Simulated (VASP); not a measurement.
# MoH6 in VASP: notebook, part 2 of 3

VASP 6.6.1.

## (4) Relaxation of cell and atoms, PBE

This run uses another cell than the first one, of 10.16 Å³/atom, 1.152 times its volume.

The input, INCAR:

```
SYSTEM = MoH6
  ALGO = Fast
  EDIFF = 1E-4
  EDIFFG = -0.08
  ENCUT = 520
  GGA = PE
  IBRION = 2
  ISIF = 3
  ISMEAR = 0
  KPAR = 2
  LASPH = .True.
  LCHARG = .False.
  LREAL = .False.
  LWAVE = .False.
  NELM = 60
  NSW = 24
  PREC = Normal
  SIGMA = 0.15
```

The input, KPOINTS:

```
k-points
0
Gamma
  4 4 3
  0 0 0
```

The input, POSCAR:

```
MoH6
1.0
    3.5736090300      0.0000000000      0.0000000000
    0.0000000000      3.5736090300      0.0000000000
    0.0000000000      0.0000000000      5.5706674200
H Mo
6 1
Direct
    0.3379763500      0.0000000000      0.0000000000
    0.6620236500      0.0000000000      0.0000000000
    0.0000000000      0.3379763500      0.0000000000
    0.0000000000      0.6620236500      0.0000000000
    0.5000000000      0.5000000000      0.0000000000
    0.0000000000      0.0000000000      0.5000000000
    0.5000000000      0.5000000000      0.5000000000
```

Potentials or basis: VASP PAW PBE potentials, release 64 (H, Mo_sv).

Command:

```console
$ cat potpaw_PBE.64/H/POTCAR potpaw_PBE.64/Mo_sv/POTCAR > POTCAR
$ mpirun -np 2 vasp_std > vasp.out
```

OUTCAR:

```text
SYSTEM = MoH6
   EDIFF = 1E-4
   EDIFFG = -0.08
   ENCUT = 520
   GGA = PE
   IBRION = 2
   ISIF = 3
   ISMEAR = 0
   LASPH = .True.
   LREAL = .False.
   NELM = 60
   NSW = 24
   PREC = Normal

 ion  position               nearest neighbor table
   1  0.338  0.000  0.000-
   2  0.662  0.000  0.000-
   3  0.000  0.338  0.000-
   4  0.000  0.662  0.000-
   5  0.500  0.500  0.000-
   6  0.000  0.000  0.500-
   7  0.500  0.500  0.500-

  LATTYP: Found a simple tetragonal cell.
 ALAT       =     3.5736090300
 C/A-ratio  =     1.5588351645

  Lattice vectors:

 A1 = (   3.5736090300,   0.0000000000,   0.0000000000)
 A2 = (   0.0000000000,   3.5736090300,   0.0000000000)
 A3 = (   0.0000000000,   0.0000000000,   5.5706674200)

Analysis of symmetry for initial positions (statically):
=====================================================================
 Subroutine PRICEL returns:
 Original cell was already a primitive cell.

 Routine SETGRP: Setting up the symmetry group for a
 simple tetragonal supercell.

 Subroutine GETGRP returns: Found 16 space group operations
 (whereof 16 operations were pure point group operations)
 out of a pool of 16 trial point group operations.

The static configuration has the point symmetry D_4h.

[... 292 lines left out ...]
      3     -31.2315      2.00000
      4     -31.2315      2.00000
      5      -9.0220      2.00000
      6      -2.9248      2.00000
      7      -0.0374      2.00000
      8       1.7975      2.00000
      9       3.8785      0.02592
     10       3.9044      0.01345
     11       4.5814      0.00000
     12       4.5814      0.00000
     13       5.3690      0.00000
     14       7.2757      0.00000
[... 173 lines left out ...]
      1     -57.3218      2.00000
      2     -31.4874      2.00000
      3     -31.4874      2.00000
      4     -31.4383      2.00000
      5      -3.7566      2.00000
      6      -3.7566      2.00000
      7      -2.1527      2.00000
      8      -0.2603      2.00000
      9       3.1212      2.00000
     10       3.1212      2.00000
     11       3.2516      1.99977
     12       4.3500      0.00000
     13       6.5700      0.00000
     14       7.8903      0.00000

[... ionic steps 4 to 9 ...]

--------------------------------------- Ionic step       10  -------------------------------------------

 number of electron      20.0000005 magnetization

------------------------ aborting loop because EDIFF is reached ----------------------------------------
[... 77 lines left out ...]
--------------------------------------- Ionic step       12  -------------------------------------------

 number of electron      20.0000002 magnetization

 Free energy of the ion-electron system (eV)
  ---------------------------------------------------
  ext. energy  EPLUGINS =         0.00000000
  ---------------------------------------------------
  free energy    TOTEN  =       -24.35298207 eV

  energy without entropy =      -24.29362352  energy(sigma->0) =      -24.32330280

 E-fermi :   5.2117     XC(G=0): -10.8263

 val. band max:        5.1694714994   @ k =   0.5000   0.0000   0.3333
 cond. band min:       5.2199401194   @ k =   0.2500   0.2500   0.3333
 fundamental gap:      0.0504686200
 Fermi energy:         5.2116655916

 k-point     1 :       0.0000    0.0000    0.0000
  band No.  band energies     occupation
      1     -55.7081      2.00000
      2     -29.8060      2.00000
      3     -29.4639      2.00000
      4     -29.4639      2.00000
      5      -8.9996      2.00000
      6      -2.4247      2.00000
      7       2.1696      2.00000
      8       3.5893      2.00000
      9       5.0260      1.91992
     10       5.6920      0.00001
     11       6.5816      0.00000
     12       6.5816      0.00000
     13       7.5952      0.00000
     14       9.7332      0.00000
[... 219 lines left out ...]
  FREE ENERGIE OF THE ION-ELECTRON SYSTEM (eV)
  ---------------------------------------------------
  free  energy   TOTEN  =       -24.3529820676 eV

  energy  without entropy=      -24.2936235242  energy(sigma->0) =      -24.32330280

 reached required accuracy - stopping structural energy minimisation
```

OSZICAR:

```text
N       E                     dE             d eps       ncg     rms          rms(c)
DAV:   1     0.865013788655E+02    0.86501E+02   -0.11481E+04   408   0.126E+03
DAV:   2    -0.195922626265E+02   -0.10609E+03   -0.10485E+03   408   0.274E+02
DAV:   3    -0.230672504717E+02   -0.34750E+01   -0.33055E+01   496   0.414E+01
[... 112 lines left out ...]
RMM:   2    -0.243843846047E+02    0.15915E-01   -0.24063E-01   336   0.395E+00    0.871E-01
RMM:   3    -0.243535274103E+02    0.30857E-01   -0.24195E-02   338   0.117E+00    0.237E-01
RMM:   4    -0.243529277894E+02    0.59962E-03   -0.39938E-03   342   0.496E-01    0.108E-01
RMM:   5    -0.243529903357E+02   -0.62546E-04   -0.10942E-03   320   0.288E-01    0.804E-02
RMM:   6    -0.243529820676E+02    0.82681E-05   -0.44283E-04   259   0.167E-01
  12 F= -.24352982E+02 E0= -.24323303E+02  d E =-.977391E-02
```

CONTCAR:

```text
MoH6
   1.00000000000000
     2.8722534040357783   -0.0000000000000000   -0.0000000000000000
     0.0000000000000000    2.8722534040357783   -0.0000000000000000
     0.0000000000000000    0.0000000000000000    5.0111725180267070
  H               Mo
     6     1
Direct
     0.3554583892582759    0.0000000000000000    0.0000000000000000
     0.6445416107417240    0.0000000000000000    0.0000000000000000
     0.0000000000000000    0.3554583892582759    0.0000000000000000
     0.0000000000000000    0.6445416107417240    1.0000000000000000
     0.5000000000000000    0.5000000000000000    0.0000000000000000
     0.0000000000000000    0.0000000000000000    0.5000000000000000
     0.5000000000000000    0.5000000000000000    0.5000000000000000

  0.00000000E+00  0.00000000E+00  0.00000000E+00
  0.00000000E+00  0.00000000E+00  0.00000000E+00
  0.00000000E+00  0.00000000E+00  0.00000000E+00
  0.00000000E+00  0.00000000E+00  0.00000000E+00
  0.00000000E+00  0.00000000E+00  0.00000000E+00
  0.00000000E+00  0.00000000E+00  0.00000000E+00
  0.00000000E+00  0.00000000E+00  0.00000000E+00
```

Run time: 22 s. Hardware: 2 MPI ranks of Intel Xeon 6975P-C (Granite Rapids), shared host; peak memory 0.14 GiB.

What came out:

```
Free energy                            : -24.3530 eV
Relaxed volume                         : 5.91 Å³/atom
Relaxed cell                           : a = 2.872 Å, b = 2.872 Å, c = 5.011 Å, α = 90.00°, β = 90.00°, γ = 90.00°
Space group after relaxing (to 0.05 Å) : P4/mmm (No. 123)
Energy gained by relaxing              : 538.9 meV/atom
Ionic steps                            : 12
Pressure after relaxing                : 1.2 GPa
Largest force after relaxing           : 0.063 eV/Å
Band gap on the k mesh                 : none (metal or under the smearing width)
```

Forces in eV/Å, atoms in the order of the input:
```
H    0.063  0.000  0.000
H   -0.063  0.000  0.000
H    0.000  0.063  0.000
H    0.000 -0.063  0.000
H    0.000  0.000  0.000
H    0.000  0.000  0.000
Mo   0.000  0.000  0.000
```

The path:
```csv
step,energy change (eV),largest force (eV/Å),pressure (GPa),volume (Å³)
1,0.0000,2.5384,-20.53,71.14
2,-2.7641,1.3137,-14.43,58.50
3,-3.1262,2.1702,-5.86,53.33
4,-3.1456,0.6036,-8.63,54.78
5,-3.1537,1.0246,-7.67,54.35
6,-3.4582,0.2120,-9.31,50.19
7,-3.6876,0.6402,0.34,39.63
8,-3.7285,0.6097,-4.10,42.45
9,-3.7048,0.3886,7.31,38.95
10,-3.7627,0.2328,0.46,40.89
11,-3.7627,0.2212,0.48,40.85
12,-3.7725,0.0629,1.17,41.34
```

Final structure:
```
H Mo
1.0
     2.87225    0.00000    0.00000
     0.00000    2.87225    0.00000
     0.00000    0.00000    5.01117
H Mo
6 1
Direct
  0.35546 0.00000 0.00000
  0.64454 0.00000 0.00000
  0.00000 0.35546 0.00000
  0.00000 0.64454 0.00000
  0.50000 0.50000 0.00000
  0.00000 0.00000 0.50000
  0.50000 0.50000 0.50000
```

Caveat: the k mesh is coarse (spacing up to 0.44 Å⁻¹), so the values aren't converged; the volume moved by over 15 % at a fixed basis, so the end points are rough; the relaxation stopped at a loose force limit of 0.08 eV/Å, so its end isn't a converged minimum.

[end of part 2 of 3]
